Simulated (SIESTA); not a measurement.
TiAl under changes of volume

One of the cells (16.386 Å³/atom); the others are scaled copies at fixed shape and fractional positions:

```
Ti Al
1.0
     3.20012    0.00000    0.00000
     0.00000    3.20012    0.00000
     0.00000    0.00000    3.20012
Ti Al
1 1
Direct
  0.00000 0.00000 0.00000
  0.50000 0.50000 0.50000
```

The cell comes from a database or a generator and needn't be the stable form of this composition.

| Quantity | Value |
| --- | --- |
| Program | SIESTA 5.4.2 |
| Functional | PBEsol |
| Potentials or basis | PseudoDojo 0.4 standard (PBEsol files) |
| Basis | DZP (energy shift 0.003 Ry; two zetas on semicore shells) |
| Grid cutoff | 800 Ry |
| Energy shift | 0.003 Ry |
| k mesh | 8 × 8 × 8 |
| Occupations | fermi-dirac, width 0.05 eV |
| Spin | no spin polarisation |

```tsv
volume (Å³/atom)	energy over the lowest point (meV/atom)	pressure (GPa)
15.101	12.26	6.0
15.422	?	?
15.743	0.00	0.5
16.386	8.14	-4.2
16.707	18.71	-6.1
17.028	32.97	-7.9
```

**Question.** What does the run at 15.422 Å³/atom give?

**Answer.** Energy over the lowest point 3.39 meV/atom; pressure 3.1 GPa.

Worked out: A Birch-Murnaghan fit of order 3 (a polynomial in V^(-2/3)) to the other rows has its minimum at 15.79 Å³/atom with B0 = V·E''(V) = 123 GPa and B' = 4.0. It gives 3.31 meV/atom at 15.422 Å³/atom, against the run's 3.39, and -dE/dV = 3.0 GPa, against 3.1.

Energies are extrapolated to zero smearing.

Caveats: the basis of atomic orbitals isn't converged, which shifts pressures, moduli and gaps.
